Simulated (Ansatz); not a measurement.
Runs of Ansatz 0.2.0 on Os. The structure is cubic, space group Fm-3m (No. 225). Conventional cell: a = 3.890 Å, b = 3.890 Å, c = 3.890 Å, α = 90.00°, β = 90.00°, γ = 90.00°. Os (site symmetry m-3m) is surrounded by 12 Os at 2.75 Å. This isn't the form of Os at room conditions, which is hcp.

| task | level | potentials or basis | spin | k mesh | cutoff (eV) | smearing | driver | other keys | mesh quality | gap on the mesh (eV) | pressure (GPa) |
| --- | --- | --- | --- | --- | --- | --- | --- | --- | --- | --- | --- |
| projected density of states | revPBE0 | JTH PAW | off | 7 × 7 × 7 | 600 | cold 0.01 eV | chain | - | coarse | none | -19.7 |
| projected density of states | r2SCAN+D4 | Ansatz PAW polarizable | off | 12 × 12 × 12 | 450 | methfessel-paxton 0.025 eV | chain | basis.ecutwfc = 33.1 Ry | not flagged | none | -19.3 |
| electric field gradients | r2SCAN+D3(BJ) | Ansatz PAW polarizable | non-collinear, ferromagnetic start | 12 × 12 × 12 | 500 | gaussian 0.1 eV | chain | - | not flagged | none | (a) |
| density of states | BLYP | Ansatz PAW | SOC, no magnetisation | 12 × 12 × 12 | 420 | methfessel-paxton 0.1 eV | chain | - | not flagged | none | 6.2 |
| density of states | BLYP | Ansatz PAW | SOC, no magnetisation | 12 × 12 × 12 | 420 | methfessel-paxton 0.1 eV | - | - | not flagged | none | 6.2 |

Alike in all rows: cell as given.

**Question.** Estimate the missing entries.

**Answer.** (a) -20.6.

Caveats: some runs use coarse meshes; the potentials were made for another functional, which shifts forces and pressure (some runs); so large a pressure means that the cell lies far from this level's equilibrium, or that cutoff or potentials fall short (some runs); pairwise dispersion overbinds metals, which lowers pressure and volume (some runs); the thresholds are loose for stress (some runs); the cutoff lies under the one recommended for these potentials (some runs); the magnetic or orbital state may not be the lowest (some runs); the dispersion damping was fitted for another functional or another form of the correction (some runs).

A k mesh can miss the band edges, and rows without SOC leave out spin-orbit coupling on Os.

A gap of «none» marks a metal or a gap under the smearing width.

The runs don't all hold the same shells in valence.

Runs at the PBE level aren't shown here.
